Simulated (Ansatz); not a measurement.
# CdO: equation of state

The task here is to estimate one member of a computed series from the others.

Method: DFT PBE, scalar-relativistic, in Ansatz 0.2.0.

## The system as given

The structure is cubic, space group Fm-3m (No. 225). Conventional cell: a = 4.696 Å, b = 4.696 Å, c = 4.696 Å, α = 90.00°, β = 90.00°, γ = 90.00°. Around Cd (site symmetry m-3m) lie 6 O at 2.35 Å. Around O (site symmetry m-3m) lie 6 Cd at 2.35 Å.

As a file:

```
Cd O
1.0
     0.00000    2.34815    2.34815
     2.34815    0.00000    2.34815
     2.34815    2.34815    0.00000
Cd O
1 1
Direct
  0.00000 0.00000 0.00000
  0.50000 0.50000 0.50000
```

The geometry is a database entry used as it stands. It may stem from high pressure or temperature, or be incomplete, so it serves as a test cell.

Atoms are numbered in the order of the input: Cd1, O2.

Set-up of the first run:

Input file input.yaml:

```yaml
crystal:
  lattice:
    - [0.0, 2.3083431574, 2.3083431574]
    - [2.3083431574, 0.0, 2.3083431574]
    - [2.3083431574, 2.3083431574, 0.0]
  atoms:
    - { symbol: Cd, position: [0.0, 0.0, 0.0] }
    - { symbol: O, position: [0.5, 0.5, 0.5] }
kpoints:
  mp_grid: { grid: [11, 11, 11] }
scf:
  occupations: { method: fermi_dirac, width: 0.02 }
hamiltonian:
  xc: pbe
  pseudopotentials: { kind: all_electron, lapw: { basis_error: 0.0005 } }
output:
  forces: true
  stress: true
  eigenvalues: true
```

Among the steps run: Volume × 0.95, LAPW; Volume × 0.95, PAW; Volume × 0.95, crystal datasets; Volume × 0.975, LAPW; Volume × 0.975, PAW; Volume × 1.025, LAPW; Volume × 1.025, PAW; Volume × 1.05, LAPW; Volume × 1.05, PAW; Volume × 1.05, crystal datasets.

One table of the session follows, with a row left open; its other results are not shown here.

| method | volume (Å³/atom) | pressure (GPa) |
| --- | --- | --- |
| LAPW | 12.300 | 15.31 |
| LAPW | 12.624 | ? |
| LAPW | 12.947 | 6.34 |
| LAPW | 13.271 | 2.71 |
| LAPW | 13.595 | -0.45 |
| PAW | 12.300 | 15.31 |
| PAW | 12.624 | 10.52 |
| PAW | 12.947 | 6.35 |
| PAW | 13.271 | 2.72 |
| PAW | 13.595 | -0.44 |
| crystal datasets | 12.300 | 15.31 |
| crystal datasets | 12.947 | 6.34 |
| crystal datasets | 13.595 | -0.45 |

Estimate the missing values for LAPW, 12.624.

As computed: pressure (GPa): 10.51. In the column «pressure (GPa)» it lies between PAW, 12.947 (6.35) and PAW, 12.624 (10.52).

Caveats from the session: Warnings in the runs' records: gradients without spin orbit, crystal datasets made.
